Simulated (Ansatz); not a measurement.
The system is InGaAs2.

```xyz
4
Lattice="4.2250 0.0000 0.0000 0.0000 4.2250 0.0000 0.0000 0.0000 5.9621" Properties=species:S:1:pos:R:3 pbc="T T T"
In    0.0000    0.0000    2.9811
As    0.0000    2.1125    1.3804
As    2.1125    0.0000    4.5818
Ga    2.1125    2.1125    0.0000
```

The cell comes from a database or a generator and needn't be the stable form of this composition.

Base run:

```yaml
Program: Ansatz 0.2.0
Functional: PBE0
Potentials_or_basis: Ansatz PAW
Cutoff: "420 eV (not typed: the program's choice for these potentials)"
k_mesh: 4 × 4 × 4
Occupations: fermi-dirac, width 0.05 eV
Spin: no spin polarisation
```

Its results: band gap on the k mesh 0.97 eV, direct; pressure -2.4 GPa; largest force 0.021 eV/Å.

The run is repeated on the same cell with these changes: functional from PBE0 to HSE06. What comes out?

Band gap on the k mesh 0.40 eV, direct; pressure -2.2 GPa; largest force 0.024 eV/Å.

Caveats: spin-orbit coupling is left out, which moves the levels of the heavy elements; the PAW data sets come from PBE, with cores solved anew for the run's functional, which leaves a small shift of forces and pressure; the thresholds are loose for stress.
